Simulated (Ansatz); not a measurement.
# Relaxation of Re

Computed with DFT PBE, scalar-relativistic, plane waves, PAW in Ansatz 0.2.0. (420 eV cutoff, 18×18×6 k-mesh, Gaussian smearing of 0.10 eV, no spin polarisation)

What was changed: relaxed at 10 GPa.

Spin–orbit coupling is left out, which can shift energies with elements as heavy as these.

Command:

```bash
ansatz run input.yaml --threads 1 --pin off --max-ram 2560MiB --backend cpu --events-out ev --progress --plain --runs-dir out
```

Input:

```yaml
crystal:
  lattice:
    - [2.7526631339, 0.0, 0.0]
    - [-1.3763315669, 2.3838762021, 0.0]
    - [0.0, 0.0, 8.8731005709]
  atoms:
    - { symbol: Re, position: [0.0, 0.0, 0.0] }
    - { symbol: Re, position: [0.3333333333, 0.6666666667, 0.25] }
    - { symbol: Re, position: [0.0, 0.0, 0.5] }
    - { symbol: Re, position: [0.6666666667, 0.3333333333, 0.75] }
basis:
  ecutwfc: 420
kpoints:
  mp_grid: { grid: [18, 18, 6] }
hamiltonian:
  xc: pbe
scf:
  occupations: { method: gaussian, width: 0.1 }
output:
  forces: true
  stress: true
  eigenvalues: true
relax:
  adjacent_minimum: "off"
  f_tol: 0.008
  max_steps: 50
  cell: { stress_tol: 0.08, p_target: 10.0 }
```

F is the free energy. Steps run on the plane waves of an earlier cell, but the last one, and at times one on the way, on a freshly chosen basis, so a repeated geometry can differ a little in energy. The relaxation lowers the enthalpy F + PV at the target pressure, so F itself can rise.

Steps:

```csv
step,F − F(1) (eV),largest force component (eV/Å),V (Å³/atom),P (GPa)
1,0.0000,0.000,14.556,10.10
2,-0.0031,0.000,14.569,9.74
3,-0.0009,0.000,14.560,10.00
4,-0.0009,0.000,14.560,10.00
```

Relaxed structure:

```xyz
4
Lattice="2.7528 0.0000 0.0000 -1.3764 2.3840 0.0000 0.0000 0.0000 8.8744" Properties=species:S:1:pos:R:3 pbc="T T T"
Re    0.0000    0.0000    0.0000
Re    0.0000    1.5893    2.2186
Re    0.0000    0.0000    4.4372
Re    1.3764    0.7947    6.6558
```

Symmetry: P6_3/mmc, No. 194, hexagonal system. The conventional cell has a = 2.753 Å, b = 2.753 Å, c = 8.874 Å, α = 90.00°, β = 90.00°, γ = 120.00°. Re (site symmetry -3m) has 12 Re at 2.73 to 2.75 Å as nearest neighbours. Around Re (site symmetry -6m2) lie 12 Re at 2.73 to 2.75 Å.

The run converged. It took 26 s on 1 thread of Intel(R) Xeon(R) 6975P-C (Granite Rapids), with other jobs on the host, peak memory 0.55 GiB.